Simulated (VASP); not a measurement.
# SiGe (P6_3mc) in VASP: a series of runs

The runs below take SiGe through band structure, equation of state, with r2SCAN, TB-mBJ, LDA.

Everything below comes from runs of VASP 6.6.1. Logs are shortened: lines on timing, memory, paths and dates and some standing lists are left out, and cuts for length are marked.

**1. The crystal as given**

The structure is hexagonal, space group P6_3mc (No. 186). Conventional cell: a = 3.904 Å, b = 3.904 Å, c = 6.451 Å, α = 90.00°, β = 90.00°, γ = 120.00°. Around Ge (site symmetry 3m) lie 4 Si at 2.40 to 2.41 Å. Si (site symmetry 3m) has 4 Ge at 2.40 to 2.41 Å as nearest neighbours.

The cell comes from a database or a generator and needn't be the stable form of this composition.

**2. Band structure, r2SCAN**

Input file INCAR:

```
PREC     = Accurate       # precision mode
ENCUT    = 520            # plane-wave cutoff, eV
EDIFF    = 1E-6           # SCF threshold, eV
ISMEAR   = 0              # smearing method
SIGMA    = 0.02           # smearing width, eV
LREAL    = False          # projectors in reciprocal space
LASPH    = True           # aspherical terms in the spheres
NELM     = 60             # most SCF steps
ALGO     = Normal         # electronic algorithm
ISIF     = 2              # what is computed and relaxed
LWAVE    = False          # write WAVECAR
LCHARG   = False          # write CHGCAR
METAGGA  = R2SCAN         # meta-GGA
LMIXTAU  = True
```

Input file KPOINTS:

```
Automatic mesh
0
Gamma
  8 8 4
```

Input file POSCAR:

```
SiGe
1.0
    3.9044512986      0.0000000000      0.0000000000
   -1.9522256493      3.3813540124      0.0000000000
    0.0000000000      0.0000000000      6.4507830000
Ge Si
2 2
Direct
    0.3333333333      0.6666666667      0.0003920000
    0.6666666667      0.3333333333      0.5003920000
    0.3333333333      0.6666666667      0.3746070000
    0.6666666667      0.3333333333      0.8746070000
```

Input file KPOINTS_OPT:

```
path GMKGALHA,LM,KH
20
line-mode
reciprocal
 0.0000000000  0.0000000000  0.0000000000  G
 0.5000000000  0.0000000000  0.0000000000  M

 0.5000000000  0.0000000000  0.0000000000  M
 0.3333333333  0.3333333333  0.0000000000  K

 0.3333333333  0.3333333333  0.0000000000  K
 0.0000000000  0.0000000000  0.0000000000  G

 0.0000000000  0.0000000000  0.0000000000  G
 0.0000000000  0.0000000000  0.5000000000  A

 0.0000000000  0.0000000000  0.5000000000  A
 0.5000000000  0.0000000000  0.5000000000  L

 0.5000000000  0.0000000000  0.5000000000  L
 0.3333333333  0.3333333333  0.5000000000  H

 0.3333333333  0.3333333333  0.5000000000  H
 0.0000000000  0.0000000000  0.5000000000  A

 0.5000000000  0.0000000000  0.5000000000  L
 0.5000000000  0.0000000000  0.0000000000  M

 0.3333333333  0.3333333333  0.0000000000  K
 0.3333333333  0.3333333333  0.5000000000  H
```

Potentials or basis: VASP PAW PBE potentials, release 64 (Ge_d, Si).

Command:

```sh
cat potpaw_PBE.64/Ge_d/POTCAR potpaw_PBE.64/Si/POTCAR > POTCAR
mpirun -np 1 vasp_std > vasp.out
```

OUTCAR:

```text
PREC = Accurate
   ENCUT = 520
   EDIFF = 1E-6
   ISMEAR = 0
   LREAL = False
   LASPH = True
   NELM = 60
   ISIF = 2
   METAGGA = R2SCAN

 ion  position               nearest neighbor table
   1  0.333  0.667  0.000-   4 2.40   4 2.40   4 2.40   3 2.41
   2  0.667  0.333  0.500-   3 2.40   3 2.40   3 2.40   4 2.41
   3  0.333  0.667  0.375-   2 2.40   2 2.40   2 2.40   1 2.41
   4  0.667  0.333  0.875-   1 2.40   1 2.40   1 2.40   2 2.41

  LATTYP: Found a hexagonal cell.
 ALAT       =     3.9044512986
 C/A-ratio  =     1.6521612146

  Lattice vectors:

 A1 = (   3.9044512986,   0.0000000000,   0.0000000000)
 A2 = (  -1.9522256493,   3.3813540124,   0.0000000000)
 A3 = (   0.0000000000,   0.0000000000,   6.4507830000)

Analysis of symmetry for initial positions (statically):
=====================================================================
 Subroutine PRICEL returns:
 Original cell was already a primitive cell.

 Routine SETGRP: Setting up the symmetry group for a
 hexagonal supercell.

 Subroutine GETGRP returns: Found 12 space group operations
 (whereof  6 operations were pure point group operations)
 out of a pool of 24 trial point group operations.

The static configuration has the point symmetry C_3v.
 The point group associated with its full space group is C_6v.

Analysis of symmetry for dynamics (positions and initial velocities):
=====================================================================
 Subroutine PRICEL returns:
 Original cell was already a primitive cell.

 Routine SETGRP: Setting up the symmetry group for a
 hexagonal supercell.

 Subroutine GETGRP returns: Found 12 space group operations
 (whereof  6 operations were pure point group operations)
 out of a pool of 24 trial point group operations.

The dynamic configuration has the point symmetry C_3v.
 The point group associated with its full space group is C_6v.

 Subroutine INISYM returns: Found 12 space group operations
 (whereof  6 operations are pure point group operations),
 and found     1 'primitive' translations

----------------------------------------------------------------------------------------

                                     Primitive cell

  volume of cell :      85.1654

  direct lattice vectors                    reciprocal lattice vectors
     3.904451299  0.000000000  0.000000000     0.256117934  0.147869758  0.000000000
    -1.952225649  3.381354012  0.000000000     0.000000000  0.295739516  0.000000000
[... 92 lines left out ...]
   NSW    =      0    number of steps for IOM
   IBRION =     -1    ionic relax: 0-MD 1-quasi-New 2-CG
   NFREE  =      0    steps in history (QN), initial steepest desc. (CG)
   ISIF   =      2    stress and relaxation
   ISYM   =      2    0-nonsym 1-usesym 2-fastsym
   POTIM  = 0.5000    time-step for ionic-motion
   TEBEG  =    0.0;   TEEND  =   0.0 temperature during run
   PSTRESS=    0.0 pullay stress
   NELECT =      36.0000    total number of electrons
   NUPDOWN=      -1.0000    fix difference up-down
   EMIN   =  10.00;   EMAX   =-10.00  energy-range for DOS
   EFERMI =   0.00;   METHOD = LEGACY
   ISMEAR =     0;   SIGMA  =   0.02  broadening in eV -4-tet -1-fermi 0-gaus
   EFERMI_NEDOS =   21; number of points for ismear=-14 and -15
   IALGO  =     38    algorithm
   IMIX   =      4    mixing-type and parameters
     AMIX     =   0.40;   BMIX     =  1.00
     AMIX_MAG =   1.60;   BMIX_MAG =  1.00
  volume/ion in A,a.u.               =      21.29       143.68
  Fermi-wavevector in a.u.,A,eV,Ry     =   1.228631  2.321775 20.538443  1.509533
  Thomas-Fermi vector in A             =   2.363549
   LORBIT       =      0    0 simple, 1 ext, 2 COOP (PROOUT), +10 PAW based schemes
   METAGGA = R2SCAN    functional components
   LHFCALC =     F    Hartree Fock is set to
   AEXX    =    0.0000 exact exchange contribution
   IVDW    =     0    specifies the selected vdW correction
   LEPSILON=     F    determine dielectric tensor
   LRPA    =     F    only Hartree local field effects (RPA)
 non-spin polarized calculation
 Gauss-broadening in eV      SIGMA  =   0.02
  energy-cutoff  :      520.00
  volume of cell :       85.17
 maximum number of plane-waves:      2316
 NGX is ok and might be reduce to    30
   NGX = 15   NGY = 15   NGZ = 23

 number of electron      35.9999968 magnetization

 Free energy of the ion-electron system (eV)
  ---------------------------------------------------
  ext. energy  EPLUGINS =         0.00000000
  ---------------------------------------------------
  free energy    TOTEN  =       -45.17116134 eV

  energy without entropy =      -45.17116134  energy(sigma->0) =      -45.17116134

 E-fermi :   5.6362     XC(G=0): -10.3748

 val. band max:        5.4773236648   @ k =   0.0000   0.0000   0.0000
 cond. band min:       6.1384434666   @ k =   0.5000  -0.0000   0.0000
 fundamental gap:      0.6611198018
 Fermi energy:         5.6361693961

 k-point     1 :       0.0000    0.0000    0.0000
  band No.  band energies     occupation
      1     -19.7457      2.00000
      2     -19.7456      2.00000
      3     -19.7421      2.00000
      4     -19.7421      2.00000
      5     -19.7389      2.00000
      6     -19.7388      2.00000
[... 589 lines left out ...]
     21       8.1447      0.00000
     22       8.1447      0.00000

 [... further k-points ...]

------------------------ aborting loop because EDIFF is reached ----------------------------------------

  FORCE on cell =-STRESS in cart. coord.  units (eV):
  Direction    XX          YY          ZZ          XY          YZ          ZX
  --------------------------------------------------------------------------------------
  -------------------------------------------------------------------------------------
  Total       -0.0711047     -0.0711047     -0.0766916      0.0000000     -0.0000000      0.0000000
  in kB       -1.3376597     -1.3376597     -1.4427642      0.0000000     -0.0000000      0.0000000
  external PRESSURE =      -1.3726945 kB  Pullay stress =       0.0000000 kB

 VOLUME and BASIS-vectors are now :
 -----------------------------------------------------------------------------
  energy-cutoff  :      520.00
  volume of cell :       85.17
      direct lattice vectors                 reciprocal lattice vectors
     3.904451299  0.000000000  0.000000000     0.256117934  0.147869758  0.000000000
    -1.952225649  3.381354012  0.000000000     0.000000000  0.295739516  0.000000000
     0.000000000  0.000000000  6.450783000     0.000000000  0.000000000  0.155019941

 POSITION                                       TOTAL-FORCE (eV/Angst)
 -----------------------------------------------------------------------------------
     -0.00000      2.25424      0.00253        -0.000000      0.000000      0.019962
      1.95223      1.12712      3.22792         0.000000     -0.000000      0.019962
     -0.00000      2.25424      2.41651         0.000000      0.000000     -0.019962
      1.95223      1.12712      5.64190        -0.000000     -0.000000     -0.019962
 -----------------------------------------------------------------------------------
    total drift:                               -0.000000     -0.000000      0.015278

  FREE ENERGIE OF THE ION-ELECTRON SYSTEM (eV)
  ---------------------------------------------------
  free  energy   TOTEN  =       -45.1711613437 eV

  energy  without entropy=      -45.1711613437  energy(sigma->0) =      -45.17116134
```

Wall time 6.2 min (1 thread of AMD EPYC 9R45 (Zen 5), shared host); peak memory 0.22 GiB.

Results:

```
Free energy             : -45.1712 eV
Pressure                : -0.1 GPa
Largest force           : 0.020 eV/Å
Band gap on the k mesh  : 0.66 eV, indirect (least direct gap 0.78 eV)
Band gap along the path : 0.66 eV, indirect (least direct gap 0.78 eV)
```

Forces on the atoms (eV/Å):
```
Ge   0.000  0.000  0.020
Ge   0.000  0.000  0.020
Si   0.000  0.000 -0.020
Si   0.000  0.000 -0.020
```

Levels at the corners of the path, in eV from the valence-band top:
| point | band 16 | band 17 | band 18 | band 19 | band 20 | band 21 |
| --- | --- | --- | --- | --- | --- | --- |
| Γ | -0.32 | 0.00 | 0.00 | 0.78 | 1.92 | 2.24 |
| M | -3.32 | -3.08 | -1.61 | 0.66 | 2.34 | 3.55 |
| M | -3.32 | -3.08 | -1.61 | 0.66 | 2.34 | 3.55 |
| K | -3.76 | -3.76 | -3.51 | 1.27 | 5.22 | 5.22 |
| K | -3.76 | -3.76 | -3.51 | 1.27 | 5.22 | 5.22 |
| Γ | -0.32 | 0.00 | 0.00 | 0.78 | 1.92 | 2.24 |
| Γ | -0.32 | 0.00 | 0.00 | 0.78 | 1.92 | 2.24 |
| A | -1.01 | -1.01 | -1.01 | 1.58 | 1.58 | 3.34 |
| A | -1.01 | -1.01 | -1.01 | 1.58 | 1.58 | 3.34 |
| L | -2.70 | -2.63 | -2.63 | 0.93 | 0.93 | 2.12 |
| L | -2.70 | -2.63 | -2.63 | 0.93 | 0.93 | 2.12 |
| H | -4.66 | -2.21 | -2.21 | 1.68 | 1.68 | 4.11 |
| H | -4.66 | -2.21 | -2.21 | 1.68 | 1.68 | 4.11 |
| A | -1.01 | -1.01 | -1.01 | 1.58 | 1.58 | 3.34 |
| L | -2.70 | -2.63 | -2.63 | 0.93 | 0.93 | 2.12 |
| M | -3.32 | -3.08 | -1.61 | 0.66 | 2.34 | 3.55 |
| K | -3.76 | -3.76 | -3.51 | 1.27 | 5.22 | 5.22 |
| H | -4.66 | -2.21 | -2.21 | 1.68 | 1.68 | 4.11 |

Caveat: the PAW data sets were made with another functional, which shifts forces and pressure a little. r2SCAN opens gaps a little over a GGA but as a rule still falls short of measured ones.

**3. Band structure, TB-mBJ**

POSCAR is that of step 2.

Input file INCAR.step1:

```
PREC     = Accurate       # precision mode
ENCUT    = 520            # plane-wave cutoff, eV
EDIFF    = 1E-5           # SCF threshold, eV
ISMEAR   = 0              # smearing method
SIGMA    = 0.02           # smearing width, eV
LREAL    = False          # projectors in reciprocal space
LASPH    = True           # aspherical terms in the spheres
NELM     = 60             # most SCF steps
ALGO     = Normal         # electronic algorithm
ISIF     = 2              # what is computed and relaxed
LWAVE    = True           # write WAVECAR
LCHARG   = False          # write CHGCAR
GGA      = PE             # functional
```

Input file INCAR.step2:

```
PREC     = Accurate       # precision mode
ENCUT    = 520            # plane-wave cutoff, eV
EDIFF    = 1E-6           # SCF threshold, eV
ISMEAR   = 0              # smearing method
SIGMA    = 0.02           # smearing width, eV
LREAL    = False          # projectors in reciprocal space
LASPH    = True           # aspherical terms in the spheres
NELM     = 60             # most SCF steps
ALGO     = Normal         # electronic algorithm
ISIF     = 2              # what is computed and relaxed
LWAVE    = False          # write WAVECAR
LCHARG   = False          # write CHGCAR
METAGGA  = MBJ            # meta-GGA
ISTART   = 1
```

KPOINTS is that of step 2.

KPOINTS_OPT is that of step 2.

Potentials or basis: VASP PAW PBE potentials, release 64 (Ge_d, Si).

Command:

```sh
cat potpaw_PBE.64/Ge_d/POTCAR potpaw_PBE.64/Si/POTCAR > POTCAR
cp INCAR.step1 INCAR
mpirun -np 1 vasp_std > vasp.out
cp INCAR.step2 INCAR
mpirun -np 1 vasp_std > vasp.out
```

Run time: 2.1 min. Hardware: 1 thread of AMD EPYC 9R45 (Zen 5), shared host; peak memory 0.21 GiB.

It converged, with:

```yaml
Band_gap_on_the_k_mesh: 1.05 eV, indirect (least direct gap 1.09 eV)
Band_gap_along_the_path: 1.05 eV, indirect (least direct gap 1.09 eV)
```

Levels at the corners of the path, in eV from the valence-band top:
| point | band 14 | band 15 | band 16 | band 17 | band 18 | band 19 | band 20 | band 21 | band 22 |
| --- | --- | --- | --- | --- | --- | --- | --- | --- | --- |
| Γ | -1.52 | -1.52 | -0.30 | 0.00 | 0.00 | 1.09 | 2.22 | 2.55 | 2.55 |
| M | -6.21 | -4.51 | -3.04 | -2.77 | -1.47 | 1.05 | 2.61 | 3.76 | 3.87 |
| M | -6.21 | -4.51 | -3.04 | -2.77 | -1.47 | 1.05 | 2.61 | 3.76 | 3.87 |
| K | -6.92 | -4.93 | -3.43 | -3.43 | -3.20 | 1.72 | 5.40 | 5.40 | 6.11 |
| K | -6.92 | -4.93 | -3.43 | -3.43 | -3.20 | 1.72 | 5.40 | 5.40 | 6.15 |
| Γ | -1.52 | -1.52 | -0.30 | 0.00 | 0.00 | 1.09 | 2.22 | 2.55 | 2.55 |
| Γ | -1.52 | -1.52 | -0.30 | 0.00 | 0.00 | 1.09 | 2.22 | 2.55 | 2.55 |
| A | -4.33 | -0.92 | -0.92 | -0.92 | -0.92 | 1.87 | 1.87 | 3.59 | 3.59 |
| A | -4.33 | -0.92 | -0.92 | -0.92 | -0.92 | 1.87 | 1.87 | 3.59 | 3.59 |
| L | -7.38 | -2.46 | -2.46 | -2.40 | -2.40 | 1.30 | 1.30 | 2.39 | 2.39 |
| L | -7.38 | -2.46 | -2.46 | -2.40 | -2.40 | 1.30 | 1.30 | 2.39 | 2.39 |
| H | -7.58 | -4.25 | -4.25 | -2.02 | -2.02 | 1.96 | 1.96 | 4.39 | 4.39 |
| H | -7.58 | -4.25 | -4.25 | -2.02 | -2.02 | 1.96 | 1.96 | 4.39 | 4.39 |
| A | -4.33 | -0.92 | -0.92 | -0.92 | -0.92 | 1.87 | 1.87 | 3.59 | 3.59 |
| L | -7.38 | -2.46 | -2.46 | -2.40 | -2.40 | 1.30 | 1.30 | 2.39 | 2.39 |
| M | -6.21 | -4.51 | -3.04 | -2.77 | -1.47 | 1.05 | 2.61 | 3.76 | 3.87 |
| K | -6.92 | -4.93 | -3.43 | -3.43 | -3.20 | 1.72 | 5.40 | 5.40 | 6.11 |
| H | -7.58 | -4.25 | -4.25 | -2.02 | -2.02 | 1.96 | 1.96 | 4.39 | 4.39 |

Caveat: the PAW data sets were made with another functional, which shifts forces and pressure a little.

**4. Equation of state, LDA, 19.94 Å³/atom (a relaxed cell with its volume scaled by 0.96)**

Input file INCAR:

```
ALGO     = Normal         # electronic algorithm
EDIFF    = 1E-6           # SCF threshold, eV
ENCUT    = 520            # plane-wave cutoff, eV
ISIF     = 2              # what is computed and relaxed
ISMEAR   = 0              # smearing method
KPAR     = 2            
LASPH    = T              # aspherical terms in the spheres
LCHARG   = F              # write CHGCAR
LREAL    = F              # projectors in reciprocal space
LWAVE    = F              # write WAVECAR
NELM     = 60             # most SCF steps
PREC     = Accurate       # precision mode
SIGMA    = 0.02           # smearing width, eV
```

Input file KPOINTS:

```
k-points
0
Gamma
  8 8 4
```

Input file POSCAR:

```
SiGe                                    
1.0
    3.8207346303      0.0000000000      0.0000000000
   -1.9103673152      3.3088532510      0.0000000000
    0.0000000000     -0.0000000000      6.3092093089
  Ge              Si            
     2     2
Direct
     0.3333333332999970    0.6666666667000030    0.0004440897244267
     0.6666666667000030    0.3333333332999970    0.5004440897244268
     0.3333333332999970    0.6666666667000030    0.3745549102755688
     0.6666666667000030    0.3333333332999970    0.8745549102755686
```

Potentials or basis: VASP PAW LDA potentials, release 64 (Ge_d, Si).

Command:

```sh
cat potpaw_LDA.64/Ge_d/POTCAR potpaw_LDA.64/Si/POTCAR > POTCAR
mpirun -np 2 vasp_std > vasp.out
```

OUTCAR:

```text
EDIFF = 1E-6
   ENCUT = 520
   ISIF = 2
   ISMEAR = 0
   LASPH = T
   LREAL = F
   NELM = 60
   PREC = Accurate

 ion  position               nearest neighbor table
   1  0.333  0.667  0.000-   4 2.34   4 2.34   4 2.34   3 2.36
   2  0.667  0.333  0.500-   3 2.34   3 2.34   3 2.34   4 2.36
   3  0.333  0.667  0.375-   2 2.34   2 2.34   2 2.34   1 2.36
   4  0.667  0.333  0.875-   1 2.34   1 2.34   1 2.34   2 2.36

  LATTYP: Found a hexagonal cell.
 ALAT       =     3.8207346303
[... 799 lines left out ...]

  FORCE on cell =-STRESS in cart. coord.  units (eV):
  Direction    XX          YY          ZZ          XY          YZ          ZX
  --------------------------------------------------------------------------------------
  -------------------------------------------------------------------------------------
  Total        1.8533564      1.8533564      1.8844909     -0.0000000      0.0000000      0.0000000
  in kB       37.2280424     37.2280424     37.8534365     -0.0000000      0.0000000      0.0000000
  external PRESSURE =      37.4365071 kB  Pullay stress =       0.0000000 kB

 VOLUME and BASIS-vectors are now :
 -----------------------------------------------------------------------------
  energy-cutoff  :      520.00
  volume of cell :       79.76
      direct lattice vectors                 reciprocal lattice vectors
     3.820734630  0.000000000  0.000000000     0.261729771  0.151109754  0.000000000
    -1.910367315  3.308853251  0.000000000     0.000000000  0.302219508  0.000000000
     0.000000000  0.000000000  6.309209309     0.000000000  0.000000000  0.158498466

 POSITION                                       TOTAL-FORCE (eV/Angst)
 -----------------------------------------------------------------------------------
     -0.00000      2.20590      0.00280         0.000000     -0.000000      0.016263
      1.91037      1.10295      3.15741        -0.000000      0.000000      0.016263
     -0.00000      2.20590      2.36315        -0.000000      0.000000     -0.016263
      1.91037      1.10295      5.51775        -0.000000     -0.000000     -0.016263
 -----------------------------------------------------------------------------------
    total drift:                               -0.000000      0.000000     -0.000336

  FREE ENERGIE OF THE ION-ELECTRON SYSTEM (eV)
  ---------------------------------------------------
  free  energy   TOTEN  =       -22.1766239382 eV

  energy  without entropy=      -22.1766239382  energy(sigma->0) =      -22.17662394
```

OSZICAR:

```text
N       E                     dE             d eps       ncg     rms          rms(c)
DAV:   1     0.263319401009E+03    0.26332E+03   -0.18331E+04  1486   0.353E+03
DAV:   2     0.176806746916E+02   -0.24564E+03   -0.24015E+03  1338   0.692E+02
DAV:   3    -0.211913134431E+02   -0.38872E+02   -0.38427E+02  1566   0.169E+02
DAV:   4    -0.226432261677E+02   -0.14519E+01   -0.14502E+01  1590   0.377E+01
DAV:   5    -0.226773789575E+02   -0.34153E-01   -0.34149E-01  1582   0.611E+00    0.637E+00
DAV:   6    -0.223369071452E+02    0.34047E+00   -0.17355E-01  1536   0.240E+00    0.374E+00
DAV:   7    -0.221749722827E+02    0.16193E+00   -0.30521E-01  1398   0.305E+00    0.252E-01
DAV:   8    -0.221765543265E+02   -0.15820E-02   -0.23423E-02  1628   0.141E+00    0.105E-01
DAV:   9    -0.221766030188E+02   -0.48692E-04   -0.58559E-04  1590   0.193E-01    0.901E-02
DAV:  10    -0.221766283315E+02   -0.25313E-04   -0.10541E-04  1680   0.742E-02    0.365E-02
DAV:  11    -0.221766245256E+02    0.38060E-05   -0.22667E-05  1200   0.249E-02    0.845E-03
DAV:  12    -0.221766239382E+02    0.58742E-06   -0.20348E-06  1300   0.106E-02
   1 F= -.22176624E+02 E0= -.22176624E+02  d E =-.110214E-19
```

stdout:

```text
POSCAR found type information on POSCAR GeSi
 POSCAR found :  2 types and       4 ions
 scaLAPACK will be used
 LDA part: xc-table for (Slater(with rela. corr.)+CA(PZ))
 , standard interpolation
 POSCAR, INCAR and KPOINTS ok, starting setup
 FFT: planning ... GRIDC
 FFT: planning ... GRID_SOFT
 FFT: planning ... GRID
 WAVECAR not read
 entering main loop
```

Run time: 34 s. Hardware: 2 MPI ranks of Intel Xeon Platinum 8375C at 2.90GHz (Ice Lake), shared host; peak memory 0.17 GiB.

Results:

* Free energy: -22.1766 eV
* Pressure: 3.7 GPa
* Largest force: 0.016 eV/Å
* Band gap on the k mesh: 0.25 eV, indirect (least direct gap 0.55 eV)

[end of part 1 of 2]
